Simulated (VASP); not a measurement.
# PtSe2 (P-3m1) in VASP: single point with PBEsol

Aim: the single point of PtSe2 with PBEsol.

All numbers are computed with VASP 6.6.1; they aren't measurements. Logs are shortened: lines on timing, memory, paths and dates and some standing lists are left out, and cuts for length are marked.

## Step 1: The crystal as given

The structure is trigonal, space group P-3m1 (No. 164). The conventional cell has a = 3.758 Å, b = 3.758 Å, c = 4.870 Å, α = 90.00°, β = 90.00°, γ = 120.00°. Pt (site symmetry -3m) is surrounded by 6 Se at 2.51 Å. Around Se (site symmetry 3m) lie 3 Pt at 2.51 Å.

The cell is a database's computed one.

## Step 2: Single point, PBEsol, non-collinear spin, zero start, spin-orbit coupling

Contents of INCAR:

```
  PREC = Accurate
  ENCUT = 520
  EDIFF = 1E-7
  ISMEAR = 0
  SIGMA = 0.1
  LREAL = False
  LASPH = True
  NELM = 100
  ALGO = Fast
  ISIF = 2
  LWAVE = False
  LCHARG = False
  MAGMOM = 0 0 0 0 0 0 0 0 0
  LORBIT = 11
  LSORBIT = True
  GGA_COMPAT = False
  LMAXMIX = 4
  GGA = PS
  NBANDS = 35
```

Contents of KPOINTS:

```
regular mesh
0
Gamma
  9 9 6
```

Contents of POSCAR:

```
PtSe2
1.0
    3.7584900000      0.0000000000      0.0000000000
   -1.8792500000      3.2549500000      0.0000000000
    0.0000000000      0.0000000000      4.8698900000
Pt Se
1 2
Direct
    0.0000000000      0.0000000000      0.0000000000
    0.6666700000      0.3333300000      0.7389500000
    0.3333300000      0.6666700000      0.2610500000
```

Potentials or basis: VASP PAW PBE potentials, release 64 (Pt, Se).

Started as:

```sh
$ cat potpaw_PBE.64/Pt/POTCAR potpaw_PBE.64/Se/POTCAR > POTCAR
$ mpirun -np 1 vasp_ncl > vasp.out
```

OUTCAR:

```text
PREC = Accurate
   ENCUT = 520
   EDIFF = 1E-7
   ISMEAR = 0
   LREAL = False
   LASPH = True
   NELM = 100
   ISIF = 2
   LORBIT = 11
   LSORBIT = True
   GGA = PS

 ion  position               nearest neighbor table
   1  0.000  0.000  0.000-   2 2.51   3 2.51   2 2.51   3 2.51   2 2.51   3 2.51
   2  0.667  0.333  0.739-   1 2.51   1 2.51   1 2.51
   3  0.333  0.667  0.261-   1 2.51   1 2.51   1 2.51

  LATTYP: Found a hexagonal cell.
 ALAT       =     3.7584900000
 C/A-ratio  =     1.2957038598

  Lattice vectors:

 A1 = (   3.7584900000,   0.0000000000,   0.0000000000)
 A2 = (  -1.8792500000,   3.2549500000,   0.0000000000)
 A3 = (   0.0000000000,   0.0000000000,   4.8698900000)

Analysis of symmetry for initial positions (statically):
=====================================================================
 Subroutine PRICEL returns:
 Original cell was already a primitive cell.

 Routine SETGRP: Setting up the symmetry group for a
 hexagonal supercell.

 Subroutine GETGRP returns: Found  4 space group operations
 (whereof  4 operations were pure point group operations)
 out of a pool of 24 trial point group operations.

The static configuration has the point symmetry C_2h.

Analysis of symmetry for dynamics (positions and initial velocities):
=====================================================================
 Subroutine PRICEL returns:
 Original cell was already a primitive cell.

 Routine SETGRP: Setting up the symmetry group for a
 hexagonal supercell.

 Subroutine GETGRP returns: Found  4 space group operations
 (whereof  4 operations were pure point group operations)
 out of a pool of 24 trial point group operations.

The dynamic configuration has the point symmetry C_2h.

Analysis of structural, dynamic, and magnetic symmetry:
=====================================================================
 Subroutine PRICEL returns:
 Original cell was already a primitive cell.

 Routine SETGRP: Setting up the symmetry group for a
 hexagonal supercell.

 Subroutine GETGRP returns: Found  4 space group operations
 (whereof  4 operations were pure point group operations)
 out of a pool of 24 trial point group operations.

The overall configuration has the point symmetry C_2h.

 Subroutine INISYM returns: Found  4 space group operations
 (whereof  4 operations are pure point group operations),
 and found     1 'primitive' translations

----------------------------------------------------------------------------------------

                                     Primitive cell

  volume of cell :      59.5768

  direct lattice vectors                    reciprocal lattice vectors
     3.758490000  0.000000000  0.000000000     0.266064297  0.153612599  0.000000000
    -1.879250000  3.254950000  0.000000000     0.000000000  0.307224381  0.000000000
     0.000000000  0.000000000  4.869890000     0.000000000  0.000000000  0.205343447

  length of vectors
     3.758490000  3.758494388  4.869890000     0.307224740  0.307224381  0.205343447

  position of ions in fractional coordinates (direct lattice)
     0.000000000  0.000000000  0.000000000
     0.666670000  0.333330000  0.738950000
     0.333330000  0.666670000  0.261050000

  ion indices of the primitive-cell ions
   primitive index   ion index
                 1           1
                 2           2
                 3           3

----------------------------------------------------------------------------------------

 KPOINTS: regular mesh

Automatic generation of k-mesh.
 Grid dimensions read from file:
 generate k-points for:    9    9    6

 Generating k-lattice:

  Cartesian coordinates                     Fractional coordinates (reciprocal lattice)
     0.029562700  0.017068067  0.000000000     0.111111111  0.000000000  0.000000000
     0.000000000  0.034136042  0.000000000     0.000000000  0.111111111  0.000000000
     0.000000000  0.000000000  0.034223908     0.000000000  0.000000000  0.166666667

  Length of vectors
     0.034136082  0.034136042  0.034223908

  Shift w.r.t. Gamma in fractional coordinates (k-lattice)
     0.000000000  0.000000000  0.000000000

 Subroutine IBZKPT returns following result:
 ===========================================

 Found    140 irreducible k-points:

 Following reciprocal coordinates:
            Coordinates               Weight
  0.000000  0.000000  0.000000      1.000000
  0.111111  0.000000  0.000000      4.000000
 -0.111111  0.111111  0.000000      2.000000
  0.222222 -0.000000  0.000000      4.000000
 -0.222222  0.222222  0.000000      2.000000
  0.333333  0.000000  0.000000      4.000000
[... 16 lines left out ...]
 -0.222222 -0.444444  0.000000      4.000000
  0.444444  0.333333  0.000000      4.000000
 [... further k-points ...]
   k-points           NKPTS =    140   k-points in BZ     NKDIM =    140   number of bands    NBANDS=     35
   number of dos      NEDOS =    301   number of ions     NIONS =      3
   total plane-waves  NPLWV =  28224
   dimension x,y,z NGX =    28 NGY =   28 NGZ =   36
   dimension x,y,z NGXF=    56 NGYF=   56 NGZF=   72
   ions per type =               1   2
   NGX,Y,Z   is equivalent  to a cutoff of  12.38, 12.38, 12.29 a.u.
   NGXF,Y,Z  is equivalent  to a cutoff of  24.77, 24.77, 24.58 a.u.
 SYSTEM =  unknown system
   PREC   = accura    normal or accurate (medium, high low for compatibility)
   ISTART =      0    job   : 0-new  1-cont  2-samecut
   ICHARG =      2    charge: 1-file 2-atom 10-const
   ISPIN  =      1    spin polarized calculation?
   LNONCOLLINEAR =      T non collinear calculations
   LSORBIT =      T    spin-orbit coupling
   LASPH  =      T    aspherical Exc in radial PAW
   ENCUT  =  520.0 eV  38.22 Ry    6.18 a.u.   6.99  6.99  9.05*2*pi/ulx,y,z
   NELM   =    100;   NELMIN=  2; NELMDL= -5     # of ELM steps
   EDIFF  = 0.1E-06   stopping-criterion for ELM
   LREAL  =      F    real-space projection
   EDIFFG = 0.1E-05   stopping-criterion for IOM
   NSW    =      0    number of steps for IOM
   IBRION =     -1    ionic relax: 0-MD 1-quasi-New 2-CG
   NFREE  =      0    steps in history (QN), initial steepest desc. (CG)
   ISIF   =      2    stress and relaxation
   ISYM   =      2    0-nonsym 1-usesym 2-fastsym
   POTIM  = 0.5000    time-step for ionic-motion
   TEBEG  =    0.0;   TEEND  =   0.0 temperature during run
   PSTRESS=    0.0 pullay stress
   NELECT =      22.0000    total number of electrons
   NUPDOWN=      -1.0000    fix difference up-down
   EMIN   =  10.00;   EMAX   =-10.00  energy-range for DOS
   EFERMI =   0.00;   METHOD = LEGACY
   ISMEAR =     0;   SIGMA  =   0.10  broadening in eV -4-tet -1-fermi 0-gaus
   EFERMI_NEDOS =   21; number of points for ismear=-14 and -15
   IALGO  =     68    algorithm
   IMIX   =      4    mixing-type and parameters
     AMIX     =   0.40;   BMIX     =  1.00
     AMIX_MAG =   1.60;   BMIX_MAG =  1.00
  volume/ion in A,a.u.               =      19.86       134.01
  Fermi-wavevector in a.u.,A,eV,Ry     =   1.174510  2.219502 18.768884  1.379474
  Thomas-Fermi vector in A             =   2.310906
   LORBIT       =     11    0 simple, 1 ext, 2 COOP (PROOUT), +10 PAW based schemes
   GGA     = PS    functional components
   LHFCALC =     F    Hartree Fock is set to
   AEXX    =    0.0000 exact exchange contribution
   IVDW    =     0    specifies the selected vdW correction
   LEPSILON=     F    determine dielectric tensor
   LRPA    =     F    only Hartree local field effects (RPA)
 RMM-DIIS sequential band-by-band and
 Gauss-broadening in eV      SIGMA  =   0.10
  energy-cutoff  :      520.00
  volume of cell :       59.58
 maximum number of plane-waves:      3264
   NGX = 13   NGY = 13   NGZ = 19

 number of electron      21.9999997 magnetization       0.0000016      0.0000029      0.0000000

 number of electron      21.9999997 magnetization      -0.0000005     -0.0000009      0.0000000

 number of electron      21.9999997 magnetization       0.0000004      0.0000007     -0.0000000

 Free energy of the ion-electron system (eV)
  ---------------------------------------------------
  ext. energy  EPLUGINS =         0.00000000
  ---------------------------------------------------
  free energy    TOTEN  =       -16.30363903 eV

  energy without entropy =      -16.29940806  energy(sigma->0) =      -16.30152354

 E-fermi :   6.6093     XC(G=0): -10.9589

 val. band max:        6.5919818385   @ k =   0.0000   0.0000   0.1667
 cond. band min:       6.6392666477   @ k =   0.0000   0.3333   0.3333
 fundamental gap:      0.0472848092
 Fermi energy:         6.6093238999

 k-point     1 :       0.0000    0.0000    0.0000
  band No.  band energies     occupation
      1      -9.1424      1.00000
      2      -9.1424      1.00000
      3      -6.0766      1.00000
      4      -6.0766      1.00000
      5      -0.6539      1.00000
      6      -0.6539      1.00000
[... 877 lines left out ...]
     33      15.3754      0.00000
     34      15.3761      0.00000

 [... further k-points ...]

 [bands above 34 left out]

------------------------ aborting loop because EDIFF is reached ----------------------------------------

  FORCE on cell =-STRESS in cart. coord.  units (eV):
  Direction    XX          YY          ZZ          XY          YZ          ZX
  --------------------------------------------------------------------------------------
  -------------------------------------------------------------------------------------
  Total        0.0543079      0.0541675      0.0800323     -0.0001217     -0.0001704      0.0002953
  in kB        1.4604846      1.4567085      2.1522817     -0.0032741     -0.0045837      0.0079403
  external PRESSURE =       1.6898249 kB  Pullay stress =       0.0000000 kB

 VOLUME and BASIS-vectors are now :
 -----------------------------------------------------------------------------
  energy-cutoff  :      520.00
  volume of cell :       59.58
      direct lattice vectors                 reciprocal lattice vectors
     3.758490000  0.000000000  0.000000000     0.266064297  0.153612599  0.000000000
    -1.879250000  3.254950000  0.000000000     0.000000000  0.307224381  0.000000000
     0.000000000  0.000000000  4.869890000     0.000000000  0.000000000  0.205343447

 POSITION                                       TOTAL-FORCE (eV/Angst)
 -----------------------------------------------------------------------------------
      0.00000      0.00000      0.00000         0.000000      0.000000      0.000000
      1.87926      1.08497      3.59861        -0.000139      0.000081     -0.016069
     -0.00002      2.16998      1.27128         0.000139     -0.000081      0.016069
 -----------------------------------------------------------------------------------
    total drift:                                0.000000      0.000000     -0.000000

  FREE ENERGIE OF THE ION-ELECTRON SYSTEM (eV)
  ---------------------------------------------------
  free  energy   TOTEN  =       -16.3036390332 eV

  energy  without entropy=      -16.2994080554  energy(sigma->0) =      -16.30152354

 Spin-Orbit-Coupling matrix elements

 Ion:    1  E_soc:     -0.7285996
 l=   1
     0.0000000    -0.0333599    -0.0351000
    -0.0333599     0.0000000    -0.0333601
    -0.0351000    -0.0333601     0.0000000
 l=   2
     0.0000000    -0.0192320     0.0000000    -0.0192320    -0.0651278
    -0.0192320     0.0000000    -0.0483523    -0.0237194    -0.0192320
     0.0000000    -0.0483523     0.0000000    -0.0483523     0.0000000
    -0.0192320    -0.0237194    -0.0483523     0.0000000    -0.0192320
    -0.0651278    -0.0192320     0.0000000    -0.0192320     0.0000000
 l=   3
     0.0000000     0.0000000     0.0000000     0.0000000     0.0000000     0.0000000     0.0000000
     0.0000000     0.0000000     0.0000000     0.0000000     0.0000000     0.0000000     0.0000000
     0.0000000     0.0000000     0.0000000     0.0000000     0.0000000     0.0000000     0.0000000
     0.0000000     0.0000000     0.0000000     0.0000000     0.0000000     0.0000000     0.0000000
     0.0000000     0.0000000     0.0000000     0.0000000     0.0000000     0.0000000     0.0000000
     0.0000000     0.0000000     0.0000000     0.0000000     0.0000000     0.0000000     0.0000000
     0.0000000     0.0000000     0.0000000     0.0000000     0.0000000     0.0000000     0.0000000
[... 23 lines left out ...]
     0.0000000    -0.0056037    -0.0046566
    -0.0056037     0.0000000    -0.0056037
    -0.0046566    -0.0056037     0.0000000
 l=   2
     0.0000000    -0.0000012     0.0000000    -0.0000012    -0.0000167
    -0.0000012     0.0000000    -0.0000121    -0.0000061    -0.0000012
     0.0000000    -0.0000121     0.0000000    -0.0000121     0.0000000
    -0.0000012    -0.0000061    -0.0000121     0.0000000    -0.0000012
    -0.0000167    -0.0000012     0.0000000    -0.0000012     0.0000000
 l=   3
     0.0000000     0.0000000     0.0000000     0.0000000     0.0000000     0.0000000     0.0000000
     0.0000000     0.0000000     0.0000000     0.0000000     0.0000000     0.0000000     0.0000000
     0.0000000     0.0000000     0.0000000     0.0000000     0.0000000     0.0000000     0.0000000
     0.0000000     0.0000000     0.0000000     0.0000000     0.0000000     0.0000000     0.0000000
     0.0000000     0.0000000     0.0000000     0.0000000     0.0000000     0.0000000     0.0000000
     0.0000000     0.0000000     0.0000000     0.0000000     0.0000000     0.0000000     0.0000000
     0.0000000     0.0000000     0.0000000     0.0000000     0.0000000     0.0000000     0.0000000

 total charge

# of ion       s       p       d       tot
------------------------------------------
    1        0.677   0.703   8.010   9.390
    2        1.488   2.212   0.071   3.771
    3        1.488   2.212   0.071   3.771
--------------------------------------------------
tot          3.653   5.126   8.153  16.932

 magnetization (x)

# of ion       s       p       d       tot
------------------------------------------
    1       -0.000   0.000  -0.000  -0.000
    2       -0.000  -0.000   0.000  -0.000
    3       -0.000  -0.000   0.000  -0.000
--------------------------------------------------
tot         -0.000  -0.000  -0.000  -0.000

 magnetization (y)

# of ion       s       p       d       tot
------------------------------------------
    1       -0.000   0.000  -0.000  -0.000
    2       -0.000  -0.000   0.000  -0.000
    3       -0.000  -0.000   0.000  -0.000
--------------------------------------------------
tot         -0.000  -0.000  -0.000  -0.000

 magnetization (z)

# of ion       s       p       d       tot
------------------------------------------
    1        0.000   0.000   0.000   0.000
    2        0.000   0.000   0.000   0.000
    3        0.000   0.000   0.000   0.000
--------------------------------------------------
tot          0.000   0.000   0.000   0.000
```

Wall time 6.4 min (1 thread of AMD EPYC 9R45 (Zen 5), shared host); peak memory 0.55 GiB.

What came out:

| Quantity | Value |
| --- | --- |
| Free energy | -16.3036 eV |
| Pressure | 0.2 GPa |
| Largest force | 0.016 eV/Å |
| Net moment | 0.00 μB per cell |
| Valence electrons inside the program's atomic spheres | Pt 9.39; Se 3.77 |

Forces on the atoms (eV/Å):
```
Pt   0.000  0.000  0.000
Se   0.000  0.000 -0.016
Se   0.000  0.000  0.016
```

Moments on the atoms (μB; x, y, z):
```
Pt  0.00 0.00 0.00
Se  0.00 0.00 0.00
Se  0.00 0.00 0.00
```

Caveat: the PAW data sets were made with another functional, which shifts forces and pressure a little.
